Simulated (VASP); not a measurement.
# ZnS (F-43m) in VASP: a series of runs, part 2 of 3

VASP 6.6.1. The steps go on from the part before.

## Step 5: Relaxation of the atoms, PBE (a relaxed cell with its volume scaled by 1.02)

Contents of INCAR:

```
SYSTEM = ZnS
PREC     = Accurate       ! precision mode
ENCUT    = 300            ! plane-wave cutoff, eV
EDIFF    = 1E-7           ! SCF threshold, eV
ISMEAR   = 0              ! smearing method
SIGMA    = 0.03           ! smearing width, eV
LREAL    = .FALSE.        ! projectors in reciprocal space
LASPH    = .TRUE.         ! aspherical terms in the spheres
NELM     = 80             ! most SCF steps
ALGO     = Fast           ! electronic algorithm
ISIF     = 2              ! what is computed and relaxed
LWAVE    = .FALSE.        ! write WAVECAR
LCHARG   = .FALSE.        ! write CHGCAR
GGA      = PE             ! functional
IBRION   = 2              ! ionic algorithm
NSW      = 40             ! ionic steps
EDIFFG   = -0.01          ! ionic threshold
```

Contents of KPOINTS:

```
Automatic mesh
0
G
  5 5 5
  0 0 0
```

Contents of POSCAR:

```
ZnS                                     
1.0
   -0.0000000000      2.7401742975      2.7401742975
    2.7401742975     -0.0000000000      2.7401742975
    2.7401742975      2.7401742975     -0.0000000000
  Zn              S             
     1     1
Direct
     0.2500000000000000    0.2500000000000000    0.2500000000000000
     0.0000000000000000    1.0000000000000000    1.0000000000000000
```

Potentials or basis: VASP PAW PBE potentials, release 64 (Zn, S).

On the command line:

```bash
$ cat potpaw_PBE.64/Zn/POTCAR potpaw_PBE.64/S/POTCAR > POTCAR
$ mpirun -np 1 vasp_std > vasp.out
```

OUTCAR:

```text
SYSTEM = ZnS
   PREC = Accurate
   ENCUT = 300
   EDIFF = 1E-7
   ISMEAR = 0
   LREAL = .FALSE.
   LASPH = .TRUE.
   NELM = 80
   ISIF = 2
   GGA = PE
   IBRION = 2
   NSW = 40
   EDIFFG = -0.01

 ion  position               nearest neighbor table
   1  0.250  0.250  0.250-   2 2.37   2 2.37   2 2.37   2 2.37
   2  0.000  0.000  0.000-   1 2.37   1 2.37   1 2.37   1 2.37

  LATTYP: Found a face centered cubic cell.
 ALAT       =     5.4803485950

  Lattice vectors:

 A1 = (   0.0000000000,   2.7401742975,   2.7401742975)
 A2 = (   2.7401742975,   0.0000000000,   2.7401742975)
 A3 = (   2.7401742975,   2.7401742975,   0.0000000000)

Analysis of symmetry for initial positions (statically):
=====================================================================
 Subroutine PRICEL returns:
 Original cell was already a primitive cell.

 Routine SETGRP: Setting up the symmetry group for a
 face centered cubic supercell.

 Subroutine GETGRP returns: Found 24 space group operations
 (whereof 24 operations were pure point group operations)
 out of a pool of 48 trial point group operations.

The static configuration has the point symmetry T_d .

Analysis of symmetry for dynamics (positions and initial velocities):
=====================================================================
 Subroutine PRICEL returns:
 Original cell was already a primitive cell.

 Routine SETGRP: Setting up the symmetry group for a
 face centered cubic supercell.

 Subroutine GETGRP returns: Found 24 space group operations
 (whereof 24 operations were pure point group operations)
 out of a pool of 48 trial point group operations.

The dynamic configuration has the point symmetry T_d .

 Subroutine INISYM returns: Found 24 space group operations
 (whereof 24 operations are pure point group operations),
 and found     1 'primitive' translations

----------------------------------------------------------------------------------------

                                     Primitive cell

  volume of cell :      41.1495

  direct lattice vectors                    reciprocal lattice vectors
     0.000000000  2.740174297  2.740174297    -0.182470144  0.182470144  0.182470144
     2.740174297  0.000000000  2.740174297     0.182470144 -0.182470144  0.182470144
     2.740174297  2.740174297  0.000000000     0.182470144  0.182470144 -0.182470144

  length of vectors
     3.875191655  3.875191655  3.875191655     0.316047561  0.316047561  0.316047561

  position of ions in fractional coordinates (direct lattice)
     0.250000000  0.250000000  0.250000000
     0.000000000  0.000000000  0.000000000

  ion indices of the primitive-cell ions
   primitive index   ion index
                 1           1
                 2           2

----------------------------------------------------------------------------------------

 KPOINTS: Automatic mesh

Automatic generation of k-mesh.
 Grid dimensions read from file:
 generate k-points for:    5    5    5

[... 29 lines left out ...]
 -0.400000  0.400000  0.200000     24.000000
   k-points           NKPTS =     10   k-points in BZ     NKDIM =     10   number of bands    NBANDS=     13
   number of dos      NEDOS =    301   number of ions     NIONS =      2
   total plane-waves  NPLWV =  13824
   dimension x,y,z NGX =    24 NGY =   24 NGZ =   24
   dimension x,y,z NGXF=    48 NGYF=   48 NGZF=   48
   ions per type =               1   1
   NGX,Y,Z   is equivalent  to a cutoff of  10.30, 10.30, 10.30 a.u.
   NGXF,Y,Z  is equivalent  to a cutoff of  20.59, 20.59, 20.59 a.u.
 SYSTEM =  ZnS
   PREC   = accura    normal or accurate (medium, high low for compatibility)
   ISTART =      0    job   : 0-new  1-cont  2-samecut
   ICHARG =      2    charge: 1-file 2-atom 10-const
   ISPIN  =      1    spin polarized calculation?
   LNONCOLLINEAR =      F non collinear calculations
   LSORBIT =      F    spin-orbit coupling
   LASPH  =      T    aspherical Exc in radial PAW
   ENCUT  =  300.0 eV  22.05 Ry    4.70 a.u.   5.47  5.47  5.47*2*pi/ulx,y,z
   NELM   =     80;   NELMIN=  2; NELMDL= -5     # of ELM steps
   EDIFF  = 0.1E-06   stopping-criterion for ELM
   LREAL  =      F    real-space projection
   EDIFFG = -.1E-01   stopping-criterion for IOM
   NSW    =     40    number of steps for IOM
   IBRION =      2    ionic relax: 0-MD 1-quasi-New 2-CG
   NFREE  =      1    steps in history (QN), initial steepest desc. (CG)
   ISIF   =      2    stress and relaxation
   ISYM   =      2    0-nonsym 1-usesym 2-fastsym
   POTIM  = 0.5000    time-step for ionic-motion
   TEBEG  =    0.0;   TEEND  =   0.0 temperature during run
   PSTRESS=    0.0 pullay stress
   NELECT =      18.0000    total number of electrons
   NUPDOWN=      -1.0000    fix difference up-down
   EMIN   =  10.00;   EMAX   =-10.00  energy-range for DOS
   EFERMI =   0.00;   METHOD = LEGACY
   ISMEAR =     0;   SIGMA  =   0.03  broadening in eV -4-tet -1-fermi 0-gaus
   EFERMI_NEDOS =   21; number of points for ismear=-14 and -15
   IALGO  =     68    algorithm
   IMIX   =      4    mixing-type and parameters
     AMIX     =   0.40;   BMIX     =  1.00
     AMIX_MAG =   1.60;   BMIX_MAG =  1.00
  volume/ion in A,a.u.               =      20.57       138.85
  Fermi-wavevector in a.u.,A,eV,Ry     =   1.242732  2.348423 21.012604  1.544383
  Thomas-Fermi vector in A             =   2.377074
   LORBIT       =      0    0 simple, 1 ext, 2 COOP (PROOUT), +10 PAW based schemes
   GGA     = PE    functional components
   LHFCALC =     F    Hartree Fock is set to
   AEXX    =    0.0000 exact exchange contribution
   IVDW    =     0    specifies the selected vdW correction
   LEPSILON=     F    determine dielectric tensor
   LRPA    =     F    only Hartree local field effects (RPA)
 conjugate gradient relaxation of ions
 non-spin polarized calculation
 RMM-DIIS sequential band-by-band and
 Gauss-broadening in eV      SIGMA  =   0.03
  energy-cutoff  :      300.00
  volume of cell :       41.15
 maximum number of plane-waves:       531
 NGX is ok and might be reduce to    24
   NGX = 11   NGY = 11   NGZ = 11

 number of electron      18.0000000 magnetization

 Free energy of the ion-electron system (eV)
  ---------------------------------------------------
  ext. energy  EPLUGINS =         0.00000000
  ---------------------------------------------------
  free energy    TOTEN  =        -6.83597954 eV

  energy without entropy =       -6.83597954  energy(sigma->0) =       -6.83597954

 E-fermi :   1.8687     XC(G=0):  -9.4313

 val. band max:        1.7355801996   @ k =   0.0000   0.0000   0.0000
 cond. band min:       3.6583899959   @ k =   0.0000   0.0000   0.0000
 fundamental gap:      1.9228097962
 Fermi energy:         1.8686598984

 k-point     1 :       0.0000    0.0000    0.0000
  band No.  band energies     occupation
      1     -11.1251      2.00000
      2      -4.4335      2.00000
      3      -4.4335      2.00000
      4      -4.4335      2.00000
      5      -3.9820      2.00000
      6      -3.9820      2.00000
      7       1.7356      2.00000
      8       1.7356      2.00000
      9       1.7356      2.00000
     10       3.6584      0.00000
     11       8.1493      0.00000
     12       8.1493      0.00000
     13       8.1493      0.00000
[... 130 lines left out ...]
  band No.  band energies     occupation
      1     -10.0613      2.00000
      2      -4.3097      2.00000
      3      -4.2244      2.00000
      4      -4.0744      2.00000
      5      -3.9677      2.00000
      6      -3.7609      2.00000
      7      -2.5113      2.00000
      8      -0.9036      2.00000
      9      -0.1672      2.00000
     10       7.1565      0.00000
     11       7.3314      0.00000
     12       8.9418      0.00000
     13      11.5581      0.00000

------------------------ aborting loop because EDIFF is reached ----------------------------------------

  FORCE on cell =-STRESS in cart. coord.  units (eV):
  Direction    XX          YY          ZZ          XY          YZ          ZX
  --------------------------------------------------------------------------------------
  -------------------------------------------------------------------------------------
  Total       -0.3395303     -0.3395303     -0.3395303      0.0000000      0.0000000     -0.0000000
  in kB      -13.2197891    -13.2197891    -13.2197891      0.0000000      0.0000000     -0.0000000
  external PRESSURE =     -13.2197891 kB  Pullay stress =       0.0000000 kB

 VOLUME and BASIS-vectors are now :
 -----------------------------------------------------------------------------
  energy-cutoff  :      300.00
  volume of cell :       41.15
      direct lattice vectors                 reciprocal lattice vectors
     0.000000000  2.740174297  2.740174297    -0.182470144  0.182470144  0.182470144
     2.740174297  0.000000000  2.740174297     0.182470144 -0.182470144  0.182470144
     2.740174297  2.740174297  0.000000000     0.182470144  0.182470144 -0.182470144

 POSITION                                       TOTAL-FORCE (eV/Angst)
 -----------------------------------------------------------------------------------
      1.37009      1.37009      1.37009         0.000000     -0.000000      0.000000
      0.00000      0.00000      0.00000        -0.000000      0.000000     -0.000000
 -----------------------------------------------------------------------------------
    total drift:                                0.000002      0.000002      0.000002

  FREE ENERGIE OF THE ION-ELECTRON SYSTEM (eV)
  ---------------------------------------------------
  free  energy   TOTEN  =        -6.8359795418 eV

  energy  without entropy=       -6.8359795418  energy(sigma->0) =       -6.83597954

 reached required accuracy - stopping structural energy minimisation
```

Wall time 6.7 s (1 thread of Intel Xeon Platinum 8488C (Sapphire Rapids), shared host); peak memory 0.13 GiB.

What came out:

- Free energy: -6.8360 eV
- Band gap on the k mesh: 1.92 eV, direct

Final structure:
```
CELL_PARAMETERS angstrom
0.00000 2.74017 2.74017
2.74017 0.00000 2.74017
2.74017 2.74017 0.00000
ATOMIC_POSITIONS crystal
Zn 0.25000 0.25000 0.25000
S 0.00000 0.00000 0.00000
```

Caveat: the cutoff is under 1.25 times the usual one of these potentials, so pressure, stress and relaxed cells hold a basis-set (Pulay) error; the relaxation stopped at its first step, so nothing moved.

(Part 2 of 3 ends here.)
